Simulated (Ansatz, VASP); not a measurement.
# Al in VASP and in Ansatz

```
Al
1.0
     2.59482    0.00000    0.00000
     0.00000    2.59482    0.00000
     0.00000    0.00000    2.59482
Al
1
Direct
  0.00000 0.00000 0.00000
```

This isn't the form of Al at room conditions, which is fcc.

Alike in both runs: task relaxation of cell and atoms; functional PBEsol; k mesh 16 × 16 × 16; occupations fermi-dirac, width 0.01 eV; no spin polarisation.

|  | VASP | Ansatz |
| --- | --- | --- |
| version | VASP 6.6.1 | Ansatz 0.2.0 |
| potentials or method | VASP PAW PBE potentials, release 64 (Al) | PAW with Ansatz's default frozen-core files, scalar-relativistic |
| plane-wave cutoff (eV) | 600 | 420 |
| valence electrons in the cell | 3 | 3 |

VASP gave:

| Item | Value |
| --- | --- |
| relaxed volume (Å³/atom) | 19.72 |
| relaxed cell length with the largest relative difference (Å) | 2.702 |
| energy change over the relaxation (meV/atom) | -61 |

Question: What did Ansatz give for the same quantities?

Answer: Relaxed volume (Å³/atom): 19.72; relaxed cell length with the largest relative difference (Å): 2.701; energy change over the relaxation (meV/atom): -60.

Caveats: the PAW data sets were made with another functional, which shifts forces and pressure a little (VASP).
